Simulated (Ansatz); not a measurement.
# Te2Mo: the cost of one run

Program: Ansatz 0.2.0. Level of theory: DFT r2SCAN, scalar-relativistic, plane waves, PAW. These are calculated values, not measurements.

### Step 1. The structure to begin with

It takes space group P2_1/m (No. 11, monoclinic). Conventional cell: a = 6.343 Å, b = 3.496 Å, c = 14.922 Å, α = 90.00°, β = 91.07°, γ = 90.00°. Te (site symmetry m) has 3 Mo at 2.70 to 2.71 Å as nearest neighbours. Te (site symmetry m) is surrounded by 3 Mo at 2.82 to 2.83 Å. Around Mo (site symmetry m) lie 6 Te at 2.70 to 2.83 Å and 2 Mo at 2.88 Å.

As a file:

```
CELL_PARAMETERS angstrom
6.34114 0.00000 0.14789
0.00000 3.49583 0.00000
-0.62540 0.00000 14.90921
ATOMIC_POSITIONS crystal
Te 0.57321 0.75000 0.36244
Te 0.42679 0.25000 0.63756
Te 0.57632 0.25000 0.09805
Te 0.42368 0.75000 0.90195
Te 0.08481 0.75000 0.13759
Te 0.91519 0.25000 0.86241
Te 0.06756 0.25000 0.40193
Te 0.93244 0.75000 0.59807
Mo 0.32010 0.75000 0.50674
Mo 0.67990 0.25000 0.49326
Mo 0.18050 0.25000 0.00681
Mo 0.81950 0.75000 0.99319
```

This cell was relaxed beforehand with the same method: volume 27.57 Å³/atom, gap on the mesh none (metal).

### Step 2. Point at V/V0 = 0.97

Contents of input.yaml:

```yaml
crystal:
  lattice:
    - [6.2770832987, 0.0, 0.1463959903]
    - [0.0, 3.4605136274, 0.0]
    - [-0.619083819, 0.0, 14.7586022645]
  atoms:
    - { symbol: Te, position: [0.5732070215, 0.75, 0.3624357477] }
    - { symbol: Te, position: [0.4267929785, 0.25, 0.6375642523] }
    - { symbol: Te, position: [0.5763217548, 0.25, 0.0980540495] }
    - { symbol: Te, position: [0.4236782452, 0.75, 0.9019459505] }
    - { symbol: Te, position: [0.0848102829, 0.75, 0.1375941483] }
    - { symbol: Te, position: [0.9151897171, 0.25, 0.8624058517] }
    - { symbol: Te, position: [0.0675648182, 0.25, 0.401926552] }
    - { symbol: Te, position: [0.9324351818, 0.75, 0.598073448] }
    - { symbol: Mo, position: [0.3200968908, 0.75, 0.5067365489] }
    - { symbol: Mo, position: [0.6799031092, 0.25, 0.4932634511] }
    - { symbol: Mo, position: [0.1805011521, 0.25, 0.0068052222] }
    - { symbol: Mo, position: [0.8194988479, 0.75, 0.9931947778] }
basis:
  ecutwfc: 500
kpoints:
  mp_grid: { grid: [6, 10, 4] }
hamiltonian:
  xc: r2scan
scf:
  occupations: { method: gaussian, width: 0.1 }
output:
  forces: true
  stress: true
  eigenvalues: true
relax:
  adjacent_minimum: "off"
  f_tol: 0.01
  max_steps: 30
  cell: { stress_tol: 0.1, fix: [volume] }
```

Launch:

```bash
> ansatz run input.yaml --threads 8 --pin off --max-ram 22528MiB --backend cpu --events-out ev --progress --plain --runs-dir out
```

**Question.** How long does this run take on 8 threads of AMD EPYC 7R43 (Zen 3), shared host, and how much memory does it need?

About 4.4 min, with a peak of 4.3 GiB.
